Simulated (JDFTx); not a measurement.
Fe:

```
Fe
1.0
    -1.44300    1.44300    1.44300
     1.44300   -1.44300    1.44300
     1.44300    1.44300   -1.44300
Fe
1
Direct
  0.00000 0.00000 0.00000
```

| Item | Value |
| --- | --- |
| Program | JDFTx 1.7.0 (patched build) |
| Task | relaxation of cell and atoms |
| Functional | PBE |
| Dispersion | D3(BJ) |
| Potentials or basis | PseudoDojo-SR-PBE-0.5-standard |
| Cutoff | 1225 eV |
| Density cutoff | 4898 eV |
| k mesh | 13 × 13 × 13 |
| Occupations | fermi-dirac, width 0.05 eV |
| Spin | collinear spin, ferromagnetic start |
| Starting moments | [3.0] μB |

At the start: pressure -9.6 GPa; volume 12.02 Å³/atom.

Task: How do energy, volume and symmetry change on relaxing?

Result: Over 7 steps the energy falls by 33.5 meV/atom and the volume is 11.10 Å³/atom (-7.7 %); space group Im-3m (No. 229, to 0.05 Å); moment 2.17 μB per cell.

Step by step:
| step | energy change (eV) | largest force (eV/Å) | pressure (GPa) | volume (Å³) |
| --- | --- | --- | --- | --- |
| 1 | 0.0000 | 0.0000 | -9.59 | 12.02 |
| 2 | -0.0193 | 0.0000 | -7.33 | 11.67 |
| 3 | -0.0263 | 0.0000 | 6.94 | 10.75 |
| 4 | -0.0334 | 0.0000 | -0.74 | 11.14 |
| 5 | -0.0335 | 0.0000 | -0.12 | 11.10 |
| 6 | -0.0335 | 0.0000 | -0.01 | 11.10 |
| 7 | -0.0335 | 0.0000 | 0.00 | 11.10 |

Final structure:
```cif
data_structure
_symmetry_space_group_name_H-M 'P 1'
_symmetry_Int_Tables_number 1
_cell_length_a 2.4337
_cell_length_b 2.4337
_cell_length_c 2.4337
_cell_angle_alpha 109.471
_cell_angle_beta 109.471
_cell_angle_gamma 109.471
_cell_volume 11.10
loop_
_atom_site_label
_atom_site_type_symbol
_atom_site_fract_x
_atom_site_fract_y
_atom_site_fract_z
_atom_site_occupancy
Fe1 Fe 0.00000 0.00000 0.00000 1
```

Caveat: the plane waves are those of the starting cell, so after so large a change of volume the result is rough; pairwise dispersion overbinds metals, which lowers pressure and volume.
